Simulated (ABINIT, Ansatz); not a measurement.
# ZnS (F-43m): modes at Γ and the response to a field, part 2 of 3

Wanted: the vibrations of ZnS (F-43m) at Γ, by two programs.

ABINIT 10.8.3; DFT LDA, scalar-relativistic, plane waves, PseudoDojo norm-conserving pseudopotentials.

So far. Step 3 (Ground state): The cell stands at -0.45 GPa: the relaxation ran with a smoothed and higher cutoff and on another k mesh. Step 5 (Zone-centre response): The acoustic modes at Γ come out as far as 4.1 cm⁻¹ from zero, where they should vanish, a small numerical error; the Born charges miss their sum rule by 0.0013 e, which is good. The relaxed cell has a = 5.295 Å (conventional setting).

The database entry behind the starting cell differs from later determinations by our own check (about 0.1 % short), so it need not match the best structure at ambient conditions.

## 6. Zone-centre analysis

anaddb reads the merged derivatives, imposes the acoustic sum rule and charge neutrality, and adds the LO-TO term along chosen directions.

The input, anaddb.abi:

```
ddb_filepath "gamma_DDB"
output_file "anaddb.abo"
outdata_prefix "anaddb"
asr 1
chneut 1
enunit 2
eivec 1
nph1l 1
qph1l 0.0 0.0 0.0 1.0
dieflag 1
nph2l 3
qph2l 
    1.0 0.0 0.0 0.0
    0.0 0.0 1.0 0.0
    1.0 1.0 1.0 0.0
```

The input, mrgddb.in:

```
gamma_DDB
merged
2
dfpt_gammao_DS2_DDB
gso_DDB
```

Started as:

```bash
mrgddb < mrgddb.in > mrgddb.log
OMP_NUM_THREADS=1 anaddb anaddb.abi > anaddb.log
```

anaddb.abo, the main output file:

```text
[banners, grids, parts of the stress and lines that vanish by symmetry left out]
-outvars_anaddb: echo values of input variables ----------------------

 Flags :
[...]
Dielectric Tensor and Effective Charges
[...]
Effective charge tensors after
[...]
Phonon wavevector (reduced coordinates) :  0.00000  0.00000  0.00000
 Phonon energies in Hartree :
[...]
Phonon energies in meV     :
-  0.000000E+00  0.000000E+00  0.000000E+00  3.618241E+01  3.618241E+01
-  3.618241E+01
 Phonon frequencies in cm-1    :
-  0.000000E+00  0.000000E+00  0.000000E+00  2.918308E+02  2.918308E+02
-  2.918308E+02
 Phonon frequencies in Thz     :
-  0.000000E+00  0.000000E+00  0.000000E+00  8.748868E+00  8.748868E+00
-  8.748868E+00
 Phonon energies in Kelvin  :
-  0.000000E+00  0.000000E+00  0.000000E+00  4.198794E+02  4.198794E+02
-  4.198794E+02
[...]
-  1  0.00000000E+00  0.00000000E+00 -2.37255162E-03
-     0.00000000E+00  0.00000000E+00  0.00000000E+00
-  2  0.00000000E+00  0.00000000E+00 -2.37255141E-03
-     0.00000000E+00  0.00000000E+00  0.00000000E+00
[...]
-  1  0.00000000E+00 -2.37255162E-03  0.00000000E+00
-     0.00000000E+00  0.00000000E+00  0.00000000E+00
-  2  0.00000000E+00 -2.37255141E-03  0.00000000E+00
-     0.00000000E+00  0.00000000E+00  0.00000000E+00
[...]
-  1  2.37255162E-03  0.00000000E+00  0.00000000E+00
-     0.00000000E+00  0.00000000E+00  0.00000000E+00
-  2  2.37255141E-03  0.00000000E+00  0.00000000E+00
-     0.00000000E+00  0.00000000E+00  0.00000000E+00
[...]
-  1  0.00000000E+00  0.00000000E+00  1.66143118E-03
-     0.00000000E+00  0.00000000E+00  0.00000000E+00
-  2 -1.39074820E-07 -1.35645632E-07 -3.38804324E-03
-     0.00000000E+00  0.00000000E+00  0.00000000E+00
[...]
-  1  1.06220696E-07  1.66143118E-03  0.00000000E+00
-     0.00000000E+00  0.00000000E+00  0.00000000E+00
-  2 -2.16608618E-07 -3.38804324E-03  1.35654523E-07
-     0.00000000E+00  0.00000000E+00  0.00000000E+00
[...]
-  1  1.66143118E-03 -1.06223427E-07  0.00000000E+00
-     0.00000000E+00  0.00000000E+00  0.00000000E+00
-  2 -3.38804324E-03  2.16614187E-07  1.39066148E-07
-     0.00000000E+00  0.00000000E+00  0.00000000E+00
[...]
-     1         -0.000000     0.000000    -0.000000     0.000000
-     2          0.000000    -0.000000    -0.000000     0.000000
-     3          0.000000     0.000000     0.000000     0.000000
-     4          0.000105     0.000102     2.551488     2.551488
-     5          0.000163     2.551488    -0.000102     2.551488
-     6          2.551488    -0.000163    -0.000105     2.551488
[...]
-   1     Real    0.0000E+00  0.0000E+00  0.0000E+00  0.0000E+00  0.0000E+00  0.0000E+00  0.0000E+00
[...]
-   2     Real    0.0000E+00  0.0000E+00  0.0000E+00  0.0000E+00  0.0000E+00  0.0000E+00  0.0000E+00
[...]
-   3     Real    0.0000E+00  0.0000E+00  0.0000E+00  0.0000E+00  0.0000E+00  0.0000E+00  0.0000E+00
[...]
-   4     Real    1.5620E-13  1.4859E-13  9.2698E-05  1.5235E-13  3.8052E-09  3.7113E-09  9.2698E-05
[...]
-   5     Real    3.7890E-13  9.2698E-05  1.4861E-13  5.9265E-09 -2.3729E-13 -3.7116E-09  9.2698E-05
[...]
-   6     Real    9.2698E-05  3.7892E-13  1.5618E-13 -5.9267E-09 -3.8049E-09  2.4327E-13  9.2698E-05
[...]
Phonon at Gamma, with non-analyticity in the
[...]
Phonon energies in Hartree :
[...]
Phonon energies in meV     :
-  0.000000E+00  0.000000E+00  0.000000E+00  3.618241E+01  3.618241E+01
-  4.316538E+01
 Phonon frequencies in cm-1    :
-  0.000000E+00  0.000000E+00  0.000000E+00  2.918308E+02  2.918308E+02
-  3.481523E+02
 Phonon frequencies in Thz     :
-  0.000000E+00  0.000000E+00  0.000000E+00  8.748868E+00  8.748868E+00
-  1.043734E+01
 Phonon energies in Kelvin  :
-  0.000000E+00  0.000000E+00  0.000000E+00  4.198794E+02  4.198794E+02
-  5.009134E+02
[...]
-  1  0.00000000E+00  0.00000000E+00 -2.37255162E-03
-     0.00000000E+00  0.00000000E+00  0.00000000E+00
-  2  0.00000000E+00  0.00000000E+00 -2.37255141E-03
-     0.00000000E+00  0.00000000E+00  0.00000000E+00
[...]
Phonon at Gamma, with non-analyticity in the
[...]
Phonon energies in Hartree :
[...]
Phonon energies in meV     :
-  0.000000E+00  0.000000E+00  0.000000E+00  3.618241E+01  3.618241E+01
-  4.316538E+01
 Phonon frequencies in cm-1    :
-  0.000000E+00  0.000000E+00  0.000000E+00  2.918308E+02  2.918308E+02
-  3.481523E+02
 Phonon frequencies in Thz     :
-  0.000000E+00  0.000000E+00  0.000000E+00  8.748868E+00  8.748868E+00
-  1.043734E+01
 Phonon energies in Kelvin  :
-  0.000000E+00  0.000000E+00  0.000000E+00  4.198794E+02  4.198794E+02
-  5.009134E+02
[...]
Phonon at Gamma, with non-analyticity in the
[...]
Phonon energies in Hartree :
[...]
Phonon energies in meV     :
-  0.000000E+00  0.000000E+00  0.000000E+00  3.618241E+01  3.618241E+01
-  4.316538E+01
 Phonon frequencies in cm-1    :
-  0.000000E+00  0.000000E+00  0.000000E+00  2.918308E+02  2.918308E+02
-  3.481523E+02
 Phonon frequencies in Thz     :
-  0.000000E+00  0.000000E+00  0.000000E+00  8.748868E+00  8.748868E+00
-  1.043734E+01
 Phonon energies in Kelvin  :
-  0.000000E+00  0.000000E+00  0.000000E+00  4.198794E+02  4.198794E+02
-  5.009134E+02
[...]
-  1  0.00000000E+00 -2.37255160E-03 -2.88587905E-07
-     0.00000000E+00  0.00000000E+00  0.00000000E+00
-  2  0.00000000E+00 -2.37255140E-03 -2.88609077E-07
-     0.00000000E+00  0.00000000E+00  0.00000000E+00
[...]
-  1  2.37255161E-03  0.00000000E+00  0.00000000E+00
-     0.00000000E+00  0.00000000E+00  0.00000000E+00
-  2  2.37255142E-03  0.00000000E+00  0.00000000E+00
-     0.00000000E+00  0.00000000E+00  0.00000000E+00
[...]
-  1  2.29278509E-04  1.04326848E-03 -1.27254698E-03
-     0.00000000E+00  0.00000000E+00  0.00000000E+00
-  2 -4.67552019E-04 -2.12746622E-03  2.59501824E-03
-     0.00000000E+00  0.00000000E+00  0.00000000E+00
[...]
-  1  1.33703668E-03 -8.67079353E-04 -4.69957326E-04
-     0.00000000E+00  0.00000000E+00  0.00000000E+00
-  2 -2.72652767E-03  1.76817576E-03  9.58351909E-04
-     0.00000000E+00  0.00000000E+00  0.00000000E+00
[...]
Direction                     Dielectric constant
[...]
0.00000   0.00000   1.00000      8.84475283
   1.00000   1.00000   1.00000      8.84475283
-
```

The job ended after 0.69 s (1 thread of Intel Xeon at 2.70GHz, shared host).

This step gave:

- mean static dielectric constant: 8.845
- highest mode moved by the LO-TO term: 348.1 cm⁻¹

No LO-TO term; unit eigenvectors of the mass-weighted matrix, from anaddb's displacements. The modes at Γ (shares of kinetic energy by element, %):

```
mode  frequency (cm⁻¹)  symmetry  Zn %  S %
   1               0.0  acoustic    67   33
   2               0.0  acoustic    67   33
   3               0.0  acoustic    67   33
   4             291.8        T2    33   67
   5             291.8        T2    33   67
   6             291.8        T2    33   67
```

Displacements in mode 6 (291.8 cm⁻¹), the largest set to 1:
```
Zn1  0.49  0.00  0.00
S2  -1.00  0.00  0.00
```

Trace of the oscillator strength, degenerate modes summed. Lines of the infrared spectrum (strongest = 100):

| position (cm⁻¹) | lines merged | IR intensity, relative |
| --- | --- | --- |
| 292 | 3 | 100 |

Static dielectric tensor (ions relaxed, fixed cell):

```
8.84 0.00 0.00
0.00 8.84 0.00
0.00 0.00 8.84
```

The rule moves no optical mode by more than 0.1 cm⁻¹.

## 7. Sum rules set otherwise (asr 0)

Without the rule the raw error of the acoustic modes shows.

anaddb.abi: that of step 6 with these lines changed.

```diff
@@ -3,4 +3,4 @@
 outdata_prefix "anaddb"
-asr 1
-chneut 1
+asr 0
+chneut 0
 enunit 2
```

mrgddb.in is that of step 6.

anaddb.abo, the main output file:

```text
[banners, grids, parts of the stress and lines that vanish by symmetry left out]
-outvars_anaddb: echo values of input variables ----------------------

 Flags :
[...]
Dielectric Tensor and Effective Charges
[...]
Effective charge tensors after
[...]
Phonon wavevector (reduced coordinates) :  0.00000  0.00000  0.00000
 Phonon energies in Hartree :
[...]
Phonon energies in meV     :
-  5.058810E-01  5.058810E-01  5.058810E-01  3.618414E+01  3.618414E+01
-  3.618414E+01
 Phonon frequencies in cm-1    :
-  4.080205E+00  4.080205E+00  4.080205E+00  2.918448E+02  2.918448E+02
-  2.918448E+02
 Phonon frequencies in Thz     :
-  1.223215E-01  1.223215E-01  1.223215E-01  8.749287E+00  8.749287E+00
-  8.749287E+00
 Phonon energies in Kelvin  :
-  5.870505E+00  5.870505E+00  5.870505E+00  4.198996E+02  4.198996E+02
-  4.198996E+02
[...]
-  1  0.00000000E+00  1.03683643E-07 -2.37232429E-03
-     0.00000000E+00  0.00000000E+00  0.00000000E+00
-  2  0.00000000E+00  1.03713828E-07 -2.37301492E-03
-     0.00000000E+00  0.00000000E+00  0.00000000E+00
[...]
-  1  2.30217004E-07 -2.37232428E-03 -1.03675495E-07
-     0.00000000E+00  0.00000000E+00  0.00000000E+00
-  2  2.30284026E-07 -2.37301491E-03 -1.03705677E-07
-     0.00000000E+00  0.00000000E+00  0.00000000E+00
[...]
-  1  2.37232428E-03  2.30213334E-07  0.00000000E+00
-     0.00000000E+00  0.00000000E+00  0.00000000E+00
-  2  2.37301491E-03  2.30280355E-07  0.00000000E+00
-     0.00000000E+00  0.00000000E+00  0.00000000E+00
[...]
-  1  0.00000000E+00  0.00000000E+00  1.66175577E-03
-     0.00000000E+00  0.00000000E+00  0.00000000E+00
-  2  0.00000000E+00  0.00000000E+00 -3.38771861E-03
-     0.00000000E+00  0.00000000E+00  0.00000000E+00
[...]
-  1  0.00000000E+00 -1.66175577E-03  0.00000000E+00
-     0.00000000E+00  0.00000000E+00  0.00000000E+00
-  2  0.00000000E+00  3.38771861E-03  0.00000000E+00
-     0.00000000E+00  0.00000000E+00  0.00000000E+00
[...]
-  1  1.66175577E-03  0.00000000E+00  0.00000000E+00
-     0.00000000E+00  0.00000000E+00  0.00000000E+00
-  2 -3.38771861E-03  0.00000000E+00  0.00000000E+00
-     0.00000000E+00  0.00000000E+00  0.00000000E+00
[...]
-     1          0.000000     0.000000    -0.000504     0.000504
-     2          0.000000    -0.000504    -0.000000     0.000504
-     3          0.000504     0.000000     0.000000     0.000504
-     4         -0.000000    -0.000000     2.551298     2.551298
-     5          0.000019    -2.551298    -0.000000     2.551298
-     6          2.551298     0.000019     0.000000     2.551298
[...]
-   1     Real    0.0000E+00  0.0000E+00  2.8623E-12  0.0000E+00  0.0000E+00  0.0000E+00  2.8623E-12
[...]
-   2     Real    0.0000E+00  2.8623E-12  0.0000E+00  0.0000E+00  0.0000E+00  0.0000E+00  2.8623E-12
[...]
-   3     Real    2.8623E-12  0.0000E+00  0.0000E+00  0.0000E+00  0.0000E+00  0.0000E+00  2.8623E-12
[...]
-   4     Real    0.0000E+00  0.0000E+00  9.2677E-05  0.0000E+00  0.0000E+00  0.0000E+00  9.2677E-05
[...]
-   5     Real    0.0000E+00  9.2677E-05  0.0000E+00 -6.7421E-10  0.0000E+00  0.0000E+00  9.2677E-05
[...]
-   6     Real    9.2677E-05  0.0000E+00  0.0000E+00  6.7421E-10  0.0000E+00  0.0000E+00  9.2677E-05
[...]
Phonon at Gamma, with non-analyticity in the
[...]
Phonon energies in Hartree :
[...]
Phonon energies in meV     :
-  5.058810E-01  5.058810E-01  5.058929E-01  3.618414E+01  3.618414E+01
-  4.316538E+01
 Phonon frequencies in cm-1    :
-  4.080205E+00  4.080205E+00  4.080301E+00  2.918448E+02  2.918448E+02
-  3.481522E+02
 Phonon frequencies in Thz     :
-  1.223215E-01  1.223215E-01  1.223244E-01  8.749287E+00  8.749287E+00
-  1.043734E+01
 Phonon energies in Kelvin  :
-  5.870505E+00  5.870505E+00  5.870643E+00  4.198996E+02  4.198996E+02
-  5.009134E+02
[...]
-  1  0.00000000E+00  1.03687553E-07 -2.37232429E-03
-     0.00000000E+00  0.00000000E+00  0.00000000E+00
-  2  0.00000000E+00  1.03717739E-07 -2.37301493E-03
-     0.00000000E+00  0.00000000E+00  0.00000000E+00
[...]
Phonon at Gamma, with non-analyticity in the
[...]
Phonon energies in Hartree :
[...]
Phonon energies in meV     :
-  5.058810E-01  5.058810E-01  5.058929E-01  3.618414E+01  3.618414E+01
-  4.316538E+01
 Phonon frequencies in cm-1    :
-  4.080205E+00  4.080205E+00  4.080301E+00  2.918448E+02  2.918448E+02
-  3.481522E+02
 Phonon frequencies in Thz     :
-  1.223215E-01  1.223215E-01  1.223244E-01  8.749287E+00  8.749287E+00
-  1.043734E+01
 Phonon energies in Kelvin  :
-  5.870505E+00  5.870505E+00  5.870643E+00  4.198996E+02  4.198996E+02
-  5.009134E+02
[...]
Phonon at Gamma, with non-analyticity in the
[...]
Phonon energies in Hartree :
[...]
Phonon energies in meV     :
-  5.058810E-01  5.058810E-01  5.058929E-01  3.618414E+01  3.618414E+01
-  4.316538E+01
 Phonon frequencies in cm-1    :
-  4.080205E+00  4.080205E+00  4.080301E+00  2.918448E+02  2.918448E+02
-  3.481522E+02
 Phonon frequencies in Thz     :
-  1.223215E-01  1.223215E-01  1.223244E-01  8.749287E+00  8.749287E+00
-  1.043734E+01
 Phonon energies in Kelvin  :
-  5.870505E+00  5.870505E+00  5.870643E+00  4.198996E+02  4.198996E+02
-  5.009134E+02
[...]
-  1  1.92249900E-03 -1.16472449E-03 -7.58509716E-04
-     0.00000000E+00  0.00000000E+00  0.00000000E+00
-  2  1.92305866E-03 -1.16506359E-03 -7.58730563E-04
-     0.00000000E+00  0.00000000E+00  0.00000000E+00
[...]
-  1  1.36997193E-03  1.36950906E-03  1.36935473E-03
-     0.00000000E+00  0.00000000E+00  0.00000000E+00
-  2  1.37052312E-03  1.37006011E-03  1.36990573E-03
-     0.00000000E+00  0.00000000E+00  0.00000000E+00
[...]
-  1  2.29388110E-04  1.04343027E-03 -1.27281838E-03
-     0.00000000E+00  0.00000000E+00  0.00000000E+00
-  2 -4.67639339E-04 -2.12717668E-03  2.59481602E-03
-     0.00000000E+00  0.00000000E+00  0.00000000E+00
[...]
-  1  1.33728678E-03 -8.67299319E-04 -4.69987457E-04
-     0.00000000E+00  0.00000000E+00  0.00000000E+00
-  2 -2.72624376E-03  1.76810943E-03  9.58134333E-04
-     0.00000000E+00  0.00000000E+00  0.00000000E+00
[...]
Direction                     Dielectric constant
[...]
0.00000   0.00000   1.00000      8.84390264
   1.00000   1.00000   1.00000      8.84390264
-
```

The job ended after 0.72 s (1 thread).

Numbers from this step:

| Property | Result |
| --- | --- |
| mean static dielectric constant | 8.844 |

Zone-centre frequencies as printed; negative means imaginary. Modes:

| mode | frequency (cm⁻¹) |
| --- | --- |
| 1 | 4.08 |
| 2 | 4.08 |
| 3 | 4.08 |
| 4 | 291.8 |
| 5 | 291.8 |
| 6 | 291.8 |

(Continued in part 3 of 3.)

[Host names and launcher messages were left out of these logs when they were recorded.]

[Logs are printed without paths, hosts, clocks, repeated set-up lines and the standing remarks that a program may print on its own settings, such as how far it seeks lower states.]

[Hosts, paths, dates, database ids (printed as entryN), source tags and the programs' standing remarks are cut or masked in the printed files.]
